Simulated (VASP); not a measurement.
**Zn under changes of volume**

One of the cells (15.636 Å³/atom); the others are scaled copies at fixed shape and fractional positions:

```
CELL_PARAMETERS angstrom
2.68768 0.00000 0.00000
-1.34384 2.32760 0.00000
0.00000 0.00000 4.99889
ATOMIC_POSITIONS crystal
Zn 0.66667 0.33333 0.75000
Zn 0.33333 0.66667 0.25000
```

| Property | Result |
| --- | --- |
| Program | VASP 6.6.1 |
| Functional | PBE |
| Potentials or basis | VASP PAW PBE potentials, release 64 (Zn) |
| Cutoff | 520 eV |
| k mesh | 11 × 11 × 6 |
| Occupations | fermi-dirac, width 0.05 eV |
| Spin | no spin polarisation |

```tsv
volume (Å³/atom)	energy over the lowest point (meV/atom)	pressure (GPa)
14.410	?	?
14.716	3.87	2.9
15.023	0.00	1.2
15.636	1.26	-1.7
15.943	5.69	-2.9
16.249	12.27	-3.9
```

Problem. What does the run at 14.410 Å³/atom give?

Solution. Energy over the lowest point 11.26 meV/atom; pressure 4.9 GPa.

Worked out: A Birch-Murnaghan fit of order 3 (a polynomial in V^(-2/3)) to the other rows has its minimum at 15.25 Å³/atom with B0 = V·E''(V) = 74 GPa and B' = 5.1 at fixed shape and positions, which overstates the stiffness. It gives 11.23 meV/atom at 14.410 Å³/atom, against the run's 11.26, and -dE/dV = 4.9 GPa, against 4.9.

Energies are extrapolated to zero smearing.
